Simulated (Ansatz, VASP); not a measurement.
TePb: VASP beside Ansatz

```
CELL_PARAMETERS angstrom
4.00229 0.00000 0.00000
0.00000 4.00229 0.00000
0.00000 0.00000 4.00229
ATOMIC_POSITIONS crystal
Te 0.50000 0.50000 0.50000
Pb 0.00000 0.00000 0.00000
```

Measurements of this composition are mostly on another form, of space group No. 225.

Alike in both runs: task single point; functional PBE; dispersion D3(BJ); k mesh 14 × 14 × 14; occupations gaussian, width 0.15 eV; no spin polarisation.

|  | VASP | Ansatz |
| --- | --- | --- |
| version | VASP 6.6.1 | Ansatz 0.2.0 |
| potentials or method | VASP PAW PBE potentials, release 64 (Te, Pb_d) | scalar-relativistic, plane waves, PAW |
| plane-wave cutoff (eV) | 520 | 420 |
| valence electrons in the cell | 20 | 30 |

Ansatz gave:

| Item | Value |
| --- | --- |
| gap on the k mesh at the Fermi level (eV) | none |
| pressure (GPa) | -1.7 |

Question: What did VASP give for the same quantities?

Answer: gap on the k mesh at the Fermi level (eV): none; pressure (GPa): -1.8.

A gap of «none» marks a metal or a gap that the smearing closes. With one functional, cell and mesh, what is left measures potentials, basis and numerics. The two sets of potentials don't hold the same shells in valence. Ansatz warned: «dispersion_switch_in_reach».

Caveats: pairwise dispersion overbinds metals, which lowers pressure and volume. Spin-orbit coupling is left out, which matters for the levels of Pb, Te.
